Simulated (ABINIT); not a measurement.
Runs of ABINIT 10.8.3 (patched build) on Sb. The structure is trigonal, space group R-3m (No. 166). Conventional cell: a = 4.308 Å, b = 4.308 Å, c = 11.274 Å, α = 90.00°, β = 90.00°, γ = 120.00°. Around Sb (site symmetry 3m) lie 3 Sb at 2.91 Å. 

| task | level | potentials or basis | cell | cutoff (eV) | cell freedom (optcell) | optimiser (ionmov) | cutoff smearing ecutsm (Ha) | force stop (Ha/bohr) | stop of the response cycle (tolvrs) | gap on the mesh (eV) | pressure (GPa) | largest force (eV/Å) |
| --- | --- | --- | --- | --- | --- | --- | --- | --- | --- | --- | --- | --- |
| single point | LDA | PseudoDojo NC SR LDA v0.4.1 standard | as given | 1088 | - | - | - | - | - | none | (a) | 0.06 |
| single point | PBE | PseudoDojo NC SR PBE v0.4.1 standard | as given | 1088 | - | - | - | - | - | none | (b) | (c) |
| relaxation of cell and atoms | PBE | PseudoDojo NC SR PBE v0.4.1 standard | relaxed | 1088 | 2 | 2 | 0.5 | 2e-05 | - | none | 0.0 | - |
| phonons | PBEsol | PseudoDojo NC SR PBEsol v0.4.1 standard | as given | 980 | - | - | - | - | 1e-10 | none | -1.3 | 0.04 |
| single point | PBE | SG15 NC PBE v1.2 | as given | 599 | - | - | - | - | - | none | 2.4 | 0.10 |

Alike in all rows: no spin polarisation; k mesh 6 × 6 × 6; smearing fermi-dirac 0.05 eV.

Question: Estimate the missing entries.

Answer: (a) -1.2; (b) 2.7; (c) 0.09.

Caveats: the mesh is coarse for a metal's response (some runs).

A k mesh can miss the band edges, and the runs leave out spin-orbit coupling on Sb.

A gap of «none» marks a metal or a gap under the smearing width.

Not every run made on this cell is shown here.
